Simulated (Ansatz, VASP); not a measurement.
One calculation of AlN, two programs

```
Al N
1.0
     3.15040    0.00000    0.00000
    -1.57520    2.72833    0.00000
     0.00000    0.00000    5.14130
Al N
2 2
Direct
  0.33333 0.66667 0.00319
  0.66667 0.33333 0.50319
  0.33333 0.66667 0.38181
  0.66667 0.33333 0.88181
```

Alike in both runs: functional LDA; k mesh 9 × 9 × 6; occupations gaussian, width 0.05 eV; no spin polarisation.

Ansatz relaxed the structure, and its values are those at the end. VASP's run is a single point on that final structure, the one shown.

|  | VASP | Ansatz |
| --- | --- | --- |
| version | VASP 6.6.1 | Ansatz 0.2.0 |
| potentials or method | VASP PAW LDA potentials, release 64 (Al, N) | scalar-relativistic, plane waves, PAW |
| plane-wave cutoff (eV) | 520 | 520 |
| valence electrons in the cell | 16 | 16 |

|  | VASP | Ansatz | Ansatz less VASP |
| --- | --- | --- | --- |
| gap on the k mesh at the Fermi level (eV) | 3.82 | 3.82 | -0.006 |
| least direct gap on the mesh (eV) | 3.82 | 3.82 | -0.006 |
| pressure (GPa) | -13.7 | -14.1 | -0.43 |
| rms of the force components (eV/Å) | 0.002 | 0.003 | +0.0017 |

Ansatz warned: «pseudo_functional_mismatch».
